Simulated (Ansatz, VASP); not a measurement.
One calculation of Pt, two programs

```xyz
2
Lattice="2.7789 0.0000 0.0000 -1.3895 2.4066 0.0000 0.0000 0.0000 4.8239" Properties=species:S:1:pos:R:3 pbc="T T T"
Pt    0.0000    1.6044    1.2060
Pt    1.3895    0.8022    3.6179
```

Change from the starting cell: volume scaled by 1.02.

Alike in both runs: task single point; functional PBEsol; k mesh 11 × 11 × 6; occupations fermi-dirac, width 0.05 eV; no spin polarisation.

|  | VASP | Ansatz |
| --- | --- | --- |
| version | VASP 6.6.1 | Ansatz 0.2.0 |
| potentials or method | VASP PAW PBE potentials, release 64 (Pt) | Ansatz PAW |
| plane-wave cutoff (eV) | 520 | 420 |
| valence electrons in the cell | 20 | 36 |

```csv
,VASP,Ansatz,Ansatz less VASP
gap on the k mesh at the Fermi level (eV),none,none,-
pressure (GPa),-15.2,-14.8,+0.37
largest component of the traceless stress (GPa),0.28,0.19,-0.087
```

A gap of «none» marks a metal or a gap that the smearing closes. The functional is the same, so the differences come from potentials, cutoffs and numerics. The two sets of potentials don't hold the same shells in valence.

Caveats: the PAW data sets were made with another functional, which shifts forces and pressure a little (VASP); the PAW data sets come from PBE, with cores solved anew for the run's functional, which leaves a small shift of forces and pressure (Ansatz). The runs have no spin-orbit coupling, so splittings on Pt are missing.
